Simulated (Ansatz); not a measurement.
KCl, DFT, PBEsol, PAW with Ansatz's default frozen-core files, scalar-relativistic (Ansatz 0.2.0), run on 1 thread of Intel(R) Xeon(R) 6975P-C (Granite Rapids) on a shared host.

Structure: COD 9003114, as refined from experiment and not relaxed.

Command: `ansatz run input.yaml --threads 1 --pin off --max-ram 3072MiB --backend cpu --events-out ev --progress --plain --runs-dir out`

```yaml
crystal:
  lattice:
    - [0.0, 3.1561, 3.1561]
    - [3.1561, 0.0, 3.1561]
    - [3.1561, 3.1561, 0.0]
  atoms:
    - { symbol: K, position: [0.0, 0.0, 0.0] }
    - { symbol: Cl, position: [0.5, 0.5, 0.5] }
kpoints:
  mp_grid: { grid: [7, 7, 7] }
  band_path:
    path:
      - [0.0, 0.0, 0.0]
      - [0.5, 0.0, 0.5]
      - [0.625, 0.25, 0.625]
      - [0.375, 0.375, 0.75]
      - [0.0, 0.0, 0.0]
      - [0.5, 0.5, 0.5]
      - [0.5, 0.25, 0.75]
      - [0.5, 0.0, 0.5]
    npoints: 14
scf:
  occupations: { method: fermi_dirac, width: 0.03 }
hamiltonian:
  xc: pbesol
  pseudopotentials: { kind: paw }
output:
  forces: true
  stress: true
  eigenvalues: true
  efg: { contact_densities: true }
  populations: true
  bader: true
  dos: { projected: true, de: 0.2, e_range: [-14, 8] }
  write_density: true
  write_potential: true
  elf: true
  volumetric_format: npy
```

Problem. How large is the problem that the program sets up?

Solution. 20 irreducible k-points, 1243 plane waves at Γ, 12 bands.

Problem. Estimate the wall time and the peak memory.

Solution. 7 s of wall time for 6 SCF iterations, with a peak of 0.39 GiB. Times on shared machines scatter by tens of per cent.

Problem. And the same cell and mesh by full-potential LAPW, asked for forces, stress, eigenvalues, populations, dos and the same band path, on the same hardware?

Solution. 4 s, peak memory 0.28 GiB.

Problem. And the same cell and mesh by crystal-made all-electron datasets, asked for forces, stress, eigenvalues, efg and the same band path, on the same hardware?

Solution. 4.6 s, peak memory 0.4 GiB.
